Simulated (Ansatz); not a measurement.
CaF$_{2}$ (fluorite)

```
CaF2
1.0
    0.00000     2.75551     2.75551
    2.75551     0.00000     2.75551
    2.75551     2.75551     0.00000
Ca F
1 2
Direct
  0.00000   0.00000   0.00000
  0.25000   0.25000   0.25000
  0.75000   0.75000   0.75000
```

These are PBE (plane waves to 420 eV, PAW, scalar-relativistic; Ansatz, an electronic-structure program) values and carry that method's errors. DFPT wavenumbers on a 8×8×8 k mesh, in cm⁻¹; i marks imaginary ones, q is in fractions of the reciprocal vectors of the cell shown, and the three acoustic modes at Γ are left out. The non-analytic (LO-TO) term is not included, so polar modes at Γ have their transverse values. CaF2 was relaxed with its symmetry unable to fall. The PAW data are Ansatz's earlier set.

Does any mode at Γ, L = (0.5, 0.0, 0.0), X = (0.5, 0.5, 0.0) come out imaginary?

No imaginary mode at these points (lowest 112 cm⁻¹ at X = (0.5, 0.5, 0.0)); other wave vectors were not tested.

List the wavenumbers at Γ, L = (0.5, 0.0, 0.0), X = (0.5, 0.5, 0.0), with degeneracies.


```csv
q,wavenumbers (cm⁻¹)
Γ,"228 (×3), 306 (×3)"
"L = (0.5, 0.0, 0.0)","137 (×2), 231, 256 (×2), 259 (×2), 319, 337"
"X = (0.5, 0.5, 0.0)","112, 159 (×2), 176 (×2), 306, 315 (×2), 377"
```
